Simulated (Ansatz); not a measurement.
**Ru: strain energy, fitted**

Ru, P6_3/mmc, a = 2.689 Å, c = 4.252 Å. Ansatz: PBEsol, PAW, 420 eV, Γ-centred 24×24×12 mesh on 2 atoms, Gaussian smearing 0.10 eV; no spin polarisation. Series: biaxial strain in the a-b plane, c and atoms relaxed; x is the strain in per cent. y is the free energy over the unstrained cell, V0 = 13.318 Å³/atom.

| x (%) | y (meV/atom) |
| --- | --- |
| -3.0 | 63.00 |
| -2.0 | 27.72 |
| -1.0 | ? |
| 0.0 | 0.00 |
| 1.0 | 4.83 |
| 2.0 | 20.47 |
| 3.0 | 45.77 |

**Question.** Fit y = c2 x² + c3 x³ to the other rows, turn c2 into a modulus, and predict the missing energy.

**Answer.** Least squares on the rows shown. y = 6.0351 x² − 0.33044 x³. In eV per unit strain² c2 is 60.35; M is the biaxial modulus (E = M V0 ε²): 60.35 × 160.2 / (13.318) = 726 GPa. The unstrained cell keeps some stress along the strain, worth a slope of -0.68 meV/atom per %, which the form leaves out. At x = -1.0 the fit asked for gives 6.37 meV/atom. The run gave 7.19 meV/atom, so the fit is 0.82 meV/atom too low, within twice the rms miss on the fitted rows (0.76 meV/atom).